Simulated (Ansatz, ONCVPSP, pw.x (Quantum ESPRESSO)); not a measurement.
**What a changed setting does to a pw.x run (diamond Si)**

Potential: optimised norm-conserving Vanderbilt (ONCV), ONCVPSP 4.0.1.1 (patched build), PBEsol; core [Ne], reference 3s2; waves: 3s: rc 1.60 bohr, ncon 4, nbas 7, qcut 3.3 1/bohr, 2 projectors, debl 2.4 Ha; p scattering state at 0.25 Ha: rc 1.65 bohr, ncon 4, nbas 7, qcut 5.3 1/bohr, 2 projectors, debl 2.7 Ha; d scattering state at 0.4 Ha: rc 1.40 bohr, ncon 5, nbas 8, qcut 7.2 1/bohr, 1 projector; local part: polynomial inside 1.15 bohr (lpopt 5, dvloc0 2 Ha); core correction: none. In the p channel the program set the typed energies aside and used 0.050, 2.750 Ha.

The reference run (k-mesh 9³, cutoffs 95/380 Ry, Fermi–Dirac 0.01 Ry, mixing_beta 0.4, conv_thr 1e-9, no spin) gives -0.97 GPa at 20.005 Å³/atom, where all-electron LAPW gives 0.14 GPa. This run, with its own iteration cap, changes mixing_mode to local-TF.

```
&control
  calculation='scf', prefix='x', pseudo_dir='./', outdir='./tmp', tstress=.true., disk_io='none'
/
&system
  ibrav=0, nat=2, ntyp=1, ecutwfc=95, ecutrho=380, nbnd=11,
  occupations='smearing', smearing='fd', degauss=0.01
/
&electrons
  conv_thr=1e-09, mixing_beta=0.4, electron_maxstep=50, mixing_mode='local-TF'
/
ATOMIC_SPECIES
Si 1.0 Si.UPF
CELL_PARAMETERS angstrom
  0.00000000 2.71464380 2.71464380
  2.71464380 0.00000000 2.71464380
  2.71464380 2.71464380 0.00000000
ATOMIC_POSITIONS crystal
Si 0.0000 0.0000 0.0000
Si 0.2500 0.2500 0.2500
K_POINTS automatic
9 9 9 0 0 0
```

```bash
pw.x < Si.scf.in > Si.scf.out
```

Problem. How does the run end?

Solution. It converges in 9 iterations; the free energy moves by +0.0 meV/atom and the pressure by +0.00 GPa. The result is that of the reference run.

```
Message from routine setup:
     using ibrav=0 with symmetry is DISCOURAGED, use correct ibrav instead
     lattice parameter (alat)  =       7.2548  a.u.
     unit-cell volume          =     270.0009 (a.u.)^3
     number of electrons       =         8.00
     number of Kohn-Sham states=           11
     kinetic-energy cutoff     =      95.0000  Ry
     charge density cutoff     =     380.0000  Ry
     scf convergence threshold =      1.0E-09
     Exchange-correlation= PBESOL
     number of k points=    35  Fermi-Dirac smearing, width (Ry)=  0.0100
     iteration #  1     ecut=    95.00 Ry     beta= 0.40
     total energy              =     -15.86669863 Ry
     estimated scf accuracy    <       0.34300712 Ry
     iteration #  2     ecut=    95.00 Ry     beta= 0.40
     total energy              =     -15.79432516 Ry
     estimated scf accuracy    <       0.18334577 Ry
     iteration #  3     ecut=    95.00 Ry     beta= 0.40
     total energy              =     -15.80969361 Ry
     estimated scf accuracy    <       0.00061382 Ry
     [... 3 iterations left out ...]
     iteration #  7     ecut=    95.00 Ry     beta= 0.40
     total energy              =     -15.81071846 Ry
     estimated scf accuracy    <          9.4E-09 Ry
     iteration #  8     ecut=    95.00 Ry     beta= 0.40
     total energy              =     -15.81071847 Ry
     estimated scf accuracy    <          4.0E-09 Ry
     iteration #  9     ecut=    95.00 Ry     beta= 0.40
     the Fermi energy is     6.3556 ev
!    total energy              =     -15.81071847 Ry
     estimated scf accuracy    <          7.0E-11 Ry
     smearing contrib. (-TS)   =      -0.00032238 Ry
     The total energy is F=E-TS. E is the sum of the following terms:
     one-electron contribution =       4.68573750 Ry
     hartree contribution      =       1.08314282 Ry
     xc contribution           =      -4.77812841 Ry
     ewald contribution        =     -16.80114799 Ry
     convergence has been achieved in   9 iterations
          total   stress  (Ry/bohr**3)                   (kbar)     P=       -9.67
     Message from routine punch:
     Nothing written, as per user request (disk_io='none')
```

The run took about 51 s on one core of a shared host (Neoverse-N1, 64 threads, 124 GiB, load 60).
